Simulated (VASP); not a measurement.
## CdTe: relaxation of cell and atoms with PBE

CdTe:

```
CELL_PARAMETERS angstrom
0.00000 3.28211 3.28211
3.28211 0.00000 3.28211
3.28211 3.28211 0.00000
ATOMIC_POSITIONS crystal
Cd 0.00000 0.00000 0.00000
Te 0.75000 0.75000 0.75000
```

The cell is a database's computed one.

```
Program                : VASP 6.6.1
Task                   : relaxation of cell and atoms
Functional             : PBE
Potentials or basis    : VASP PAW PBE potentials, release 64 (Cd, Te)
Cutoff                 : 600 eV
k mesh                 : 10 × 10 × 10
Occupations            : gaussian, width 0.02 eV
Spin                   : no spin polarisation
Further INCAR settings : ALGO = Normal; EDIFF = 1e-07; IBRION = 2; EDIFFG = -0.005; NSW = 90; ISIF = 3
```

```
Relaxed volume                         : 36.31 Å³/atom
Relaxed cell                           : a = 4.683 Å, b = 4.683 Å, c = 4.683 Å, α = 60.00°, β = 60.00°, γ = 60.00°
Space group after relaxing (to 0.05 Å) : F-43m (No. 216)
Energy gained by relaxing              : 2.9 meV/atom
Ionic steps                            : 3
Pressure after relaxing                : 0.0 GPa
Band gap on the k mesh                 : 0.58 eV, direct
```

The path:
```csv
step,energy change (eV),largest force (eV/Å),pressure (GPa),volume (Å³)
1,0.0000,0.0000,0.99,70.71
2,-0.0056,0.0000,-0.17,72.98
3,-0.0058,0.0000,0.00,72.62
```

Final structure:
```yaml
crystal:
  lattice:
    - [0.00000, 3.31140, 3.31140]
    - [3.31140, 0.00000, 3.31140]
    - [3.31140, 3.31140, 0.00000]
  atoms:
    - { symbol: Cd, position: [0.00000, 0.00000, 0.00000] }
    - { symbol: Te, position: [0.75000, 0.75000, 0.75000] }
```

Levels at points of the mesh, in eV from the valence-band top:
| k point | band 6 | band 7 | band 8 | band 9 | band 10 | band 11 | band 12 | band 13 |
| --- | --- | --- | --- | --- | --- | --- | --- | --- |
| (0.00, 0.00, 0.00) | -7.87 | 0.00 | 0.00 | 0.00 | 0.58 | 4.64 | 4.64 | 4.64 |
| (0.50, 0.00, 0.00) | -7.57 | -4.07 | -0.68 | -0.68 | 1.75 | 5.21 | 5.21 | 7.01 |
| (0.50, 0.50, 0.00) | -7.45 | -4.00 | -1.65 | -1.65 | 2.67 | 2.75 | 8.50 | 8.80 |

It took 89 s on 1 thread of AMD EPYC 9R14 (Zen 4), with other jobs on the host, peak memory 0.24 GiB.

Caveat: spin-orbit coupling is left out, which moves the levels of the heavy elements. A hybrid or GW would open this gap; PBE tends to underestimate it.
